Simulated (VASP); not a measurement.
# C (P6_3/mmc) in VASP: further runs, part 2 of 2

VASP 6.6.1. Earlier steps stand in the parts before.

**5. Relaxation of cell and atoms, PBEsol**

The COD entry that gives the cell may itself be a prediction, so a difference from it is no test against experiment.

Contents of INCAR:

```
SYSTEM = C
PREC = Accurate
ENCUT = 600
EDIFF = 1E-7
ISMEAR = -1
SIGMA = 0.05
LREAL = .False.
LASPH = .True.
NELM = 80
ALGO = Normal
ISIF = 3
LWAVE = .False.
LCHARG = .False.
GGA = PS
IBRION = 2
NSW = 40
EDIFFG = -0.005
```

Contents of KPOINTS:

```
Automatic mesh
0
Gamma
  12 12 4
  0 0 0
```

Contents of POSCAR:

```
C
1.0
    2.5221000000      0.0000000000      0.0000000000
   -1.2610500000      2.1842026709      0.0000000000
    0.0000000000      0.0000000000      8.2371000000
C
8
Direct
    0.6666666667      0.3333333333      0.8437500000
    0.3333333333      0.6666666667      0.3437500000
    0.6666666667      0.3333333333      0.6562500000
    0.3333333333      0.6666666667      0.1562500000
    0.0000000000      0.0000000000      0.9062500000
    0.0000000000      0.0000000000      0.4062500000
    0.0000000000      0.0000000000      0.5937500000
    0.0000000000      0.0000000000      0.0937500000
```

Potentials or basis: VASP PAW PBE potentials, release 64 (C).

The run is started by

```
$ cat potpaw_PBE.64/C/POTCAR > POTCAR
$ mpirun -np 1 vasp_std > vasp.out
```

OUTCAR:

```text
SYSTEM = C
   PREC = Accurate
   ENCUT = 600
   EDIFF = 1E-7
   ISMEAR = -1
   LREAL = .False.
   LASPH = .True.
   NELM = 80
   ISIF = 3
   GGA = PS
   IBRION = 2
   NSW = 40
   EDIFFG = -0.005

 ion  position               nearest neighbor table
   1  0.667  0.333  0.844-   3 1.54   5 1.54   5 1.54   5 1.54
   2  0.333  0.667  0.344-   4 1.54   6 1.54   6 1.54   6 1.54
   3  0.667  0.333  0.656-   1 1.54   7 1.54   7 1.54   7 1.54
   4  0.333  0.667  0.156-   2 1.54   8 1.54   8 1.54   8 1.54
   5  0.000  0.000  0.906-   8 1.54   1 1.54   1 1.54   1 1.54
   6  0.000  0.000  0.406-   7 1.54   2 1.54   2 1.54   2 1.54
   7  0.000  0.000  0.594-   6 1.54   3 1.54   3 1.54   3 1.54
   8  0.000  0.000  0.094-   5 1.54   4 1.54   4 1.54   4 1.54

  LATTYP: Found a hexagonal cell.
 ALAT       =     2.5221000000
 C/A-ratio  =     3.2659688355

  Lattice vectors:

 A1 = (   2.5221000000,   0.0000000000,   0.0000000000)
 A2 = (  -1.2610500000,   2.1842026709,   0.0000000000)
 A3 = (   0.0000000000,   0.0000000000,   8.2371000000)

Analysis of symmetry for initial positions (statically):
[... 194 lines left out ...]
  --------------------------------------------------------------------------------------
  -------------------------------------------------------------------------------------
  Total       -2.2840268     -2.2840268      1.2437906      0.0000000     -0.0000000      0.0000000
  in kB      -80.6458843    -80.6458843     43.9165568      0.0000000     -0.0000000      0.0000000
  external PRESSURE =     -39.1250706 kB  Pullay stress =       0.0000000 kB
[... 239 lines left out ...]
--------------------------------------- Ionic step        7  -------------------------------------------

 number of electron      31.9999998 magnetization

 Free energy of the ion-electron system (eV)
  ---------------------------------------------------
  ext. energy  EPLUGINS =         0.00000000
  ---------------------------------------------------
  free energy    TOTEN  =       -76.95128570 eV

  energy without entropy =      -76.95128570  energy(sigma->0) =      -76.95128570

 E-fermi :  11.0013     XC(G=0): -13.4751

 val. band max:        9.9763341663   @ k =   0.0000   0.0000   0.0000
 cond. band min:      14.4048247327   @ k =   0.4167   0.0000   0.0000
 fundamental gap:      4.4284905664
 Fermi energy:        11.0012683480

 k-point     1 :       0.0000    0.0000    0.0000
  band No.  band energies     occupation
      1     -11.8178      2.00000
      2     -10.1601      2.00000
      3     -10.0567      2.00000
      4      -6.0427      2.00000
      5      -3.7432      2.00000
      6       3.0416      2.00000
[... 565 lines left out ...]
     20      17.3791      0.00000
     21      17.9869      0.00000

 [... further k-points ...]

------------------------ aborting loop because EDIFF is reached ----------------------------------------

  FORCE on cell =-STRESS in cart. coord.  units (eV):
  Direction    XX          YY          ZZ          XY          YZ          ZX
  --------------------------------------------------------------------------------------
  -------------------------------------------------------------------------------------
  Total        0.0027144      0.0027144      0.0025821      0.0000000      0.0000000      0.0000000
  in kB        0.0967163      0.0967163      0.0920026      0.0000000      0.0000000      0.0000000
  external PRESSURE =       0.0951451 kB  Pullay stress =       0.0000000 kB
[... 23 lines left out ...]
  FREE ENERGIE OF THE ION-ELECTRON SYSTEM (eV)
  ---------------------------------------------------
  free  energy   TOTEN  =       -76.9512857046 eV

  energy  without entropy=      -76.9512857046  energy(sigma->0) =      -76.95128570

 reached required accuracy - stopping structural energy minimisation
```

CONTCAR:

```text
C
   1.00000000000000
     2.5061371968647821   -0.0000000000000000    0.0000000000000000
    -1.2530685984323910    2.1703784778690012   -0.0000000000000000
     0.0000000000000000   -0.0000000000000000    8.2668536309332961
  C
     8
Direct
     0.6666666667000030    0.3333333332999970    0.8444480597839398
     0.3333333332999970    0.6666666667000030    0.3444480597839397
     0.6666666667000030    0.3333333332999970    0.6555519402160602
     0.3333333332999970    0.6666666667000030    0.1555519402160603
     1.0000000000000000    0.0000000000000000    0.9070429195379706
     1.0000000000000000    0.0000000000000000    0.4070429195379706
     0.0000000000000000    0.0000000000000000    0.5929570804620294
     0.0000000000000000    1.0000000000000000    0.0929570804620294

  0.00000000E+00  0.00000000E+00  0.00000000E+00
  0.00000000E+00  0.00000000E+00  0.00000000E+00
  0.00000000E+00  0.00000000E+00  0.00000000E+00
  0.00000000E+00  0.00000000E+00  0.00000000E+00
  0.00000000E+00  0.00000000E+00  0.00000000E+00
  0.00000000E+00  0.00000000E+00  0.00000000E+00
  0.00000000E+00  0.00000000E+00  0.00000000E+00
  0.00000000E+00  0.00000000E+00  0.00000000E+00
```

Run time: 99 s. Hardware: 1 thread of Intel Xeon 6975P-C (Granite Rapids), shared host; peak memory 0.19 GiB.

What came out:

| Property | Result |
| --- | --- |
| Free energy | -76.9513 eV |
| Relaxed volume | 5.62 Å³/atom |
| Relaxed cell | a = 2.506 Å, b = 2.506 Å, c = 8.267 Å, α = 90.00°, β = 90.00°, γ = 120.00° |
| Space group after relaxing (to 0.05 Å) | P6_3/mmc (No. 194) |
| Energy gained by relaxing | 3.1 meV/atom |
| Ionic steps | 7 |
| Pressure after relaxing | 0.0 GPa |
| Band gap on the k mesh | 4.43 eV, indirect (least direct gap 5.27 eV) |

Step by step:
```tsv
step	energy change (eV)	largest force (eV/Å)	pressure (GPa)	volume (Å³)
1	0.0000	0.3295	-3.91	45.38
2	0.0177	0.5066	5.43	44.47
3	-0.0246	0.0574	-0.17	44.98
4	-0.0245	0.0682	0.21	44.94
5	-0.0248	0.0100	0.02	44.96
6	-0.0248	0.0170	0.00	44.97
7	-0.0248	0.0003	0.01	44.97
```

Final structure:
```cif
data_structure
_symmetry_space_group_name_H-M 'P 1'
_symmetry_Int_Tables_number 1
_cell_length_a 2.5061
_cell_length_b 2.5061
_cell_length_c 8.2669
_cell_angle_alpha 90.000
_cell_angle_beta 90.000
_cell_angle_gamma 120.000
_cell_volume 44.97
loop_
_atom_site_label
_atom_site_type_symbol
_atom_site_fract_x
_atom_site_fract_y
_atom_site_fract_z
_atom_site_occupancy
C1 C 0.66667 0.33333 0.84445 1
C2 C 0.33333 0.66667 0.34445 1
C3 C 0.66667 0.33333 0.65555 1
C4 C 0.33333 0.66667 0.15555 1
C5 C 0.00000 0.00000 0.90704 1
C6 C 0.00000 0.00000 0.40704 1
C7 C 0.00000 0.00000 0.59296 1
C8 C 0.00000 0.00000 0.09296 1
```

Levels at points of the mesh, in eV from the valence-band top:
```
           k point  band 14  band 15  band 16  band 17  band 18  band 19
(0.00, 0.00, 0.00)    -0.24     0.00     0.00     5.27     5.27     5.44
(0.50, 0.00, 0.00)    -4.74    -3.74    -3.00     4.48     5.47     5.89
(0.00, 0.00, 0.50)    -0.66    -0.66    -0.66     6.04     6.04     6.04
(0.50, 0.00, 0.50)    -4.81    -3.72    -3.72     4.83     4.83     6.87
```

Caveat: the PAW data sets were made with another functional, which shifts forces and pressure a little. PBEsol gaps usually lie below the measured ones, often by a third to a half.

**6. Overview**

```csv
task,level,potentials or basis,cell,cutoff (eV),smearing,gap on the mesh (eV),pressure (GPa),relaxed volume (Å³/atom)
single point,PBE,"VASP PAW PBE potentials, release 64 (C)",as given,520,gaussian 0.011 eV,4.41,2.9,-
relaxation of cell and atoms,PBE,"VASP PAW PBE potentials, release 64 (C)",relaxed,600,fermi-dirac 0.05 eV,4.53,0.0,5.70
relaxation of cell and atoms,LDA,"VASP PAW LDA potentials, release 64 (C)",relaxed,600,fermi-dirac 0.05 eV,4.58,0.0,5.52
relaxation of cell and atoms,PBEsol,"VASP PAW PBE potentials, release 64 (C)",relaxed,600,fermi-dirac 0.05 eV,4.43,0.0,5.62
```

Alike in all rows: no spin polarisation; k mesh 12 × 12 × 4.

Caveats: the PAW data sets were made with another functional, which shifts forces and pressure a little (some runs).

Total energies depend on the potentials used, so only differences within one code and one set of settings carry meaning.
